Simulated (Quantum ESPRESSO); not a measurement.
# Os (P6_3/mmc) in Quantum ESPRESSO: further runs, part 2 of 2

Quantum ESPRESSO 7.5. The steps go on from the part before.

**3. Hubbard U by linear response, PBE+U**

Input file pw.in:

```
&CONTROL
  calculation = 'scf'
  prefix = 'pwscf'
  outdir = './tmp'
  pseudo_dir = './pseudo'
  tprnfor = .true.
  tstress = .true.
  disk_io = 'low'
/
&SYSTEM
  ibrav = 0
  nat = 2
  ntyp = 1
  ecutwfc = 74
  nbnd = 27
  occupations = 'smearing'
  smearing = 'gaussian'
  degauss = 0.01469973
/
&ELECTRONS
  conv_thr = 4d-10
  electron_maxstep = 120
  mixing_beta = 0.3
/
ATOMIC_SPECIES
Os   190.2300 Os.upf
CELL_PARAMETERS angstrom
   2.7341000000    0.0000000000    0.0000000000
  -1.3670500000    2.3678000565    0.0000000000
   0.0000000000    0.0000000000    4.3197000000
ATOMIC_POSITIONS crystal
Os     0.6666666667    0.3333333333    0.7500000000
Os     0.3333333333    0.6666666667    0.2500000000
K_POINTS automatic
8 8 4 0 0 0
HUBBARD {ortho-atomic}
U Os-5d 0.0001
```

Input file scf2.in:

```
&CONTROL
  calculation = 'scf'
  prefix = 'pwscf'
  outdir = './tmp'
  pseudo_dir = './pseudo'
  tprnfor = .true.
  tstress = .true.
  disk_io = 'low'
/
&SYSTEM
  ibrav = 0
  nat = 2
  ntyp = 1
  ecutwfc = 74
  nbnd = 27
  occupations = 'smearing'
  smearing = 'gaussian'
  degauss = 0.01469973
/
&ELECTRONS
  conv_thr = 1d-13
  electron_maxstep = 120
  mixing_beta = 0.3
  startingpot = 'file'
  startingwfc = 'file'
/
ATOMIC_SPECIES
Os   190.2300 Os.upf
CELL_PARAMETERS angstrom
   2.7341000000    0.0000000000    0.0000000000
  -1.3670500000    2.3678000565    0.0000000000
   0.0000000000    0.0000000000    4.3197000000
ATOMIC_POSITIONS crystal
Os     0.6666666667    0.3333333333    0.7500000000
Os     0.3333333333    0.6666666667    0.2500000000
K_POINTS automatic
8 8 4 0 0 0
HUBBARD {ortho-atomic}
U Os-5d 0.0001
```

Input file hp.in:

```
&INPUTHP
  prefix = 'pwscf'
  outdir = './tmp'
  nq1 = 2
  nq2 = 2
  nq3 = 2
  conv_thr_chi = 1d-06
  niter_max = 80
  iverbosity = 1
  alpha_mix(1) = 0.15
/
```

Potentials or basis: PseudoDojo 0.4.1 SR PBE standard.

Launch:

```console
$ OMP_NUM_THREADS=1 pw.x -in pw.in > pw.out
$ OMP_NUM_THREADS=1 pw.x -in scf2.in > scf2.out
$ OMP_NUM_THREADS=1 hp.x -in hp.in > hp.out
```

pw.out:

```text
This program is part of the open-source Quantum ESPRESSO suite
     for quantum simulation of materials; please cite
[... 9 lines left out ...]
     --------------------
     sticks:   dense  smooth     PW     G-vecs:    dense   smooth      PW
     Sum         547     547    163                16275    16275    2707

     Using Slab Decomposition

     bravais-lattice index     =            0
     lattice parameter (alat)  =       5.1667  a.u.
     unit-cell volume          =     188.7164 (a.u.)^3
     number of atoms/cell      =            2
     number of atomic types    =            1
     number of electrons       =        32.00
     number of Kohn-Sham states=           27
     kinetic-energy cutoff     =      74.0000  Ry
     charge density cutoff     =     296.0000  Ry
     scf convergence threshold =      4.0E-10
     mixing beta               =       0.3000
     number of iterations used =            8  plain     mixing
     Exchange-correlation= PBE
                           (   1   4   3   4   0   0   0)
     Hubbard projectors: ortho-atomic
     Hubbard parameters of DFT+U (Dudarev formulation) in eV:
     U(Os-5d) =  0.0001

     Internal variables: lda_plus_u =T, lda_plus_u_kind = 0

     Internal variables: orbital_resolved =F, hub_pot_fix =F, apply_U = F

     celldm(1)=   5.166700  celldm(2)=   0.000000  celldm(3)=   0.000000
     celldm(4)=   0.000000  celldm(5)=   0.000000  celldm(6)=   0.000000

     crystal axes: (cart. coord. in units of alat)
               a(1) = (   1.000000   0.000000   0.000000 )
               a(2) = (  -0.500000   0.866025   0.000000 )
               a(3) = (   0.000000   0.000000   1.579935 )

     reciprocal axes: (cart. coord. in units 2 pi/alat)
               b(1) = (  1.000000  0.577350 -0.000000 )
               b(2) = (  0.000000  1.154701  0.000000 )
               b(3) = (  0.000000 -0.000000  0.632937 )

     PseudoPot. # 1 for Os read from file:
     Os.upf
     Pseudo is Norm-conserving + core correction, Zval = 16.0
     Generated using ONCVPSP code by D. R. Hamann
     Using radial grid of 1344 points,  8 beta functions with:
                l(1) =   0
                l(2) =   0
                l(3) =   1
                l(4) =   1
                l(5) =   2
                l(6) =   2
                l(7) =   3
                l(8) =   3

     atomic species   valence    mass     pseudopotential
     Os               16.00   190.23000     Os( 1.00)

     24 Sym. Ops., with inversion, found (12 have fractional translation)

   Cartesian axes

     site n.     atom                  positions (alat units)
         1        Os     tau(   1) = (   0.5000000   0.2886751   1.1849512  )
         2        Os     tau(   2) = (  -0.0000000   0.5773503   0.3949837  )

     number of k points=    30  Gaussian smearing, width (Ry)=  0.0147
                       cart. coord. in units 2pi/alat
        k(    1) = (   0.0000000   0.0000000   0.0000000), wk =   0.0078125
        k(    2) = (   0.0000000   0.0000000   0.1582344), wk =   0.0156250
        k(    3) = (   0.0000000   0.0000000  -0.3164687), wk =   0.0078125
        k(    4) = (   0.0000000   0.1443376   0.0000000), wk =   0.0468750
        k(    5) = (   0.0000000   0.1443376   0.1582344), wk =   0.0937500
        k(    6) = (   0.0000000   0.1443376  -0.3164687), wk =   0.0468750
[... 22 lines left out ...]
        k(   29) = (   0.2500000   0.5773503   0.1582344), wk =   0.0937500
        k(   30) = (   0.2500000   0.5773503  -0.3164687), wk =   0.0468750

     Dense  grid:    16275 G-vectors     FFT dimensions: (  30,  30,  48)

     Initial potential from superposition of free atoms

     starting charge      31.9996, renormalised to      32.0000

     STARTING HUBBARD OCCUPATIONS:

     =================== HUBBARD OCCUPATIONS ===================
     ------------------------ ATOM    1 ------------------------
     Tr[ns(  1)] =   6.00000
     eigenvalues:
       0.600  0.600  0.600  0.600  0.600
     eigenvectors (columns):
       1.000  0.000  0.000  0.000  0.000
       0.000  1.000  0.000  0.000  0.000
       0.000  0.000  1.000  0.000  0.000
       0.000  0.000  0.000  1.000  0.000
       0.000  0.000  0.000  0.000  1.000
     occupation matrix ns (before diag.):
       0.600  0.000  0.000  0.000  0.000
       0.000  0.600  0.000  0.000  0.000
       0.000  0.000  0.600  0.000  0.000
       0.000  0.000  0.000  0.600  0.000
[... 5 lines left out ...]
     eigenvectors (columns):
       1.000  0.000  0.000  0.000  0.000
       0.000  1.000  0.000  0.000  0.000
       0.000  0.000  1.000  0.000  0.000
       0.000  0.000  0.000  1.000  0.000
       0.000  0.000  0.000  0.000  1.000
     occupation matrix ns (before diag.):
       0.600  0.000  0.000  0.000  0.000
       0.000  0.600  0.000  0.000  0.000
       0.000  0.000  0.600  0.000  0.000
       0.000  0.000  0.000  0.600  0.000
       0.000  0.000  0.000  0.000  0.600

     Number of occupied Hubbard levels =   12.0000

     Atomic wfc used for Hubbard projectors are orthogonalized

     Starting wfcs are   20 randomized atomic wfcs +    7 random wfcs

     Self-consistent Calculation

     iteration #  1     ecut=    74.00 Ry     beta= 0.30
     Davidson diagonalization with overlap
     ethr =  1.00E-02,  avg # of iterations =  3.8

     =================== HUBBARD OCCUPATIONS ===================
     ------------------------ ATOM    1 ------------------------
     Tr[ns(  1)] =   6.81966
     eigenvalues:
       0.670  0.682  0.682  0.688  0.688
     eigenvectors (columns):
       1.000  0.000  0.000 -0.000 -0.000
       0.000 -0.292 -0.956 -0.000  0.000
       0.000 -0.956  0.292 -0.000 -0.000
       0.000 -0.000  0.000 -0.515  0.857
       0.000 -0.000  0.000  0.857  0.515
     occupation matrix ns (before diag.):
[... 9 lines left out ...]
     eigenvectors (columns):
       1.000  0.000  0.000 -0.000 -0.000
       0.000 -0.292 -0.956 -0.000  0.000
       0.000 -0.956  0.292 -0.000 -0.000
       0.000 -0.000  0.000 -0.515  0.857
       0.000 -0.000  0.000  0.857  0.515
     occupation matrix ns (before diag.):
       0.670 -0.000 -0.000 -0.000 -0.000
      -0.000  0.682 -0.000  0.000  0.000
      -0.000 -0.000  0.682 -0.000 -0.000
      -0.000  0.000 -0.000  0.688  0.000
      -0.000  0.000 -0.000  0.000  0.688

     Number of occupied Hubbard levels =   13.6393

     Threshold (ethr) on eigenvalues was too large:
     Diagonalizing with lowered threshold

     Davidson diagonalization with overlap
     ethr =  1.97E-04,  avg # of iterations =  1.9

     total energy              =    -404.76483432 Ry
     estimated scf accuracy    <       0.06443985 Ry
[... 43 lines left out ...]
     iteration #  8     ecut=    74.00 Ry     beta= 0.30
     Davidson diagonalization with overlap
     ethr =  7.17E-11,  avg # of iterations =  2.0

     End of self-consistent calculation

     =================== HUBBARD OCCUPATIONS ===================
     ------------------------ ATOM    1 ------------------------
     Tr[ns(  1)] =   6.89060
     eigenvalues:
       0.679  0.688  0.688  0.696  0.696
     eigenvectors (columns):
      -1.000  0.000  0.000  0.000 -0.000
      -0.000 -0.292 -0.956  0.000  0.000
      -0.000 -0.956  0.292  0.000 -0.000
      -0.000 -0.000  0.000  0.513  0.858
      -0.000 -0.000  0.000 -0.858  0.513
     occupation matrix ns (before diag.):
       0.679 -0.000 -0.000 -0.000 -0.000
      -0.000  0.688 -0.000  0.000  0.000
      -0.000 -0.000  0.688 -0.000 -0.000
      -0.000  0.000 -0.000  0.696  0.000
[... 99 lines left out ...]
   -60.3641 -60.3641 -20.2243 -20.2243 -19.5624 -19.5624 -19.5403 -19.5403
    18.9751  18.9751  21.1184  21.1184  24.8169  24.8169  24.9711  24.9711
    27.9619  27.9619  28.7625  28.7625  37.6744  37.6744  42.3105  42.3105
    44.3546  44.3546  47.3117

          k = 0.0000-0.5774 0.0000 (  2032 PWs)   bands (ev):

   -60.3747 -60.3365 -20.2225 -20.0309 -19.9461 -19.7100 -19.5665 -19.4193
    19.0266  19.2302  19.7871  22.7001  23.3345  23.6761  24.3812  28.3292
    28.8939  29.0006  30.6987  31.9785  35.4633  37.7269  38.0462  38.6020
    39.4340  45.1456  45.4550

          k = 0.0000-0.5774 0.1582 (  2028 PWs)   bands (ev):

   -60.3691 -60.3421 -20.3159 -20.1593 -19.7648 -19.6682 -19.5172 -19.4626
    18.5110  19.2624  21.0815  21.0923  23.3137  24.2959  26.3090  27.3992
    28.5285  28.8284  29.5401  31.3319  35.2118  36.1486  39.6682  40.7826
    41.1071  44.9622  45.8387

          k = 0.0000-0.5774-0.3165 (  2044 PWs)   bands (ev):

   -60.3556 -60.3556 -20.3145 -20.3145 -19.5662 -19.5662 -19.5595 -19.5595
    18.7816  18.7816  20.9149  20.9149  25.0399  25.0399  26.0728  26.0728
    28.6679  28.6679  29.5686  29.5686  35.3296  35.3296  42.3134  42.3134
    42.9783  42.9783  47.0490
[... 101 lines left out ...]
   -60.3496 -60.3496 -20.2068 -20.2068 -19.8558 -19.8558 -19.4682 -19.4682
    20.0435  20.0435  21.5007  21.5007  22.8304  22.8304  25.0504  25.0504
    28.0484  28.0484  33.5048  33.5048  35.7009  35.7009  38.6489  38.6489
    44.6417  44.6417  48.0361

     the Fermi energy is    26.1972 ev

!    total energy              =    -404.76505694 Ry
     estimated scf accuracy    <          3.3E-10 Ry
     smearing contrib. (-TS)   =      -0.00136540 Ry
     internal energy E=F+TS    =    -404.76369154 Ry

     The total energy is F=E-TS. E is the sum of the following terms:
     one-electron contribution =     -42.54656924 Ry
     hartree contribution      =      45.19523604 Ry
     xc contribution           =     -82.65271335 Ry
     ewald contribution        =    -324.75966073 Ry
     Hubbard energy            =       0.00001574 Ry

     convergence has been achieved in   8 iterations

     Forces acting on atoms (cartesian axes, Ry/au):

     atom    1 type  1   force =     0.00000000    0.00000000    0.00000000
     atom    2 type  1   force =     0.00000000    0.00000000    0.00000000

     Total force =     0.000000     Total SCF correction =     0.000000

     Computing stress (Cartesian axis) and pressure

          total   stress  (Ry/bohr**3)                   (kbar)     P=       78.38
   0.00054194  -0.00000000   0.00000000           79.72       -0.00        0.00
  -0.00000000   0.00054194   0.00000000           -0.00       79.72        0.00
   0.00000000   0.00000000   0.00051448            0.00        0.00       75.68

=------------------------------------------------------------------------------=
   JOB DONE.
=------------------------------------------------------------------------------=
```

It took 3.8 min on 1 thread of AMD EPYC 9R45 (Zen 5), shared host; peak memory 0.09 GiB.

Results:

```
Free energy                    : -5507.1092 eV
Pressure                       : 7.8 GPa
Band gap on the k mesh         : none (metal or under the smearing width)
Hubbard U from linear response : 3.42, 3.42 eV
```

Eigenvalues of the final occupation matrices:
```tsv
site	spin	trace	eigenvalues
Os 1 5d	each	3.45	0.68 0.69 0.69 0.70 0.70
Os 2 5d	each	3.45	0.68 0.69 0.69 0.70 0.70
```

Hubbard U from linear response:
```tsv
site	manifold	U (eV)
1	Os-5d	3.42
2	Os-5d	3.42
```
On the first site the bare response is -0.887 and the screened one -0.213 eV⁻¹.

Caveat: the k mesh is coarse (spacing up to 0.36 Å⁻¹), so the values aren't converged; U without spin polarisation on a metal has little footing; the U is typed as a test and isn't derived for this compound. The run has no spin-orbit coupling, so splittings on Os are missing.
